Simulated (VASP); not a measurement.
Si in VASP: the effect of strain

Crystal: Si.

```
Si
1.0
     0.00000    2.72185    2.72185
     2.61298    0.00000    2.72185
     2.61298    2.72185    0.00000
Si
2
Direct
  0.50000 0.50000 0.50000
  0.75000 0.75000 0.75000
```

The cell isn't the ideal one: strain = -0.04.

Alike in all runs:

* Program: VASP 6.6.1
* Task: relaxation of the atoms
* Functional: PBE
* Potentials or basis: VASP PAW PBE potentials, release 64 (Si)
* Cutoff: 520 eV
* k mesh: 8 × 8 × 8
* Occupations: fermi-dirac, width 0.05 eV
* Spin: no spin polarisation
* Strain kind: uniaxial_x
* Further INCAR settings: ALGO = Fast; EDIFF = 1e-07; IBRION = 2; EDIFFG = -0.01; NSW = 60

Each run relaxes the cell or the atoms first.

```csv
strain,gap on the mesh (eV),pressure (GPa)
-0.04,0.12,5.4
-0.02,0.38,3.2
-0.01,0.50,2.2
0,0.63,1.3
0.01,?,?
0.02,0.55,-0.5
0.04,0.48,-2.2
```

Task: What does the run with strain 0.01 give?

Result: gap on the mesh 0.59 eV; pressure 0.3 GPa.

Worked out: A parabola through the other rows of the gap on the mesh, of slope 0.982 eV per unit of strain there, gives 0.60 eV, against the run's 0.59. A parabola through the other rows of the pressure, of slope -90.3 GPa per unit of strain there, gives 0.3 GPa, against the run's 0.3.

Caveats: the relaxation stopped at its first step, so nothing moved.

A k mesh can miss the band edges.
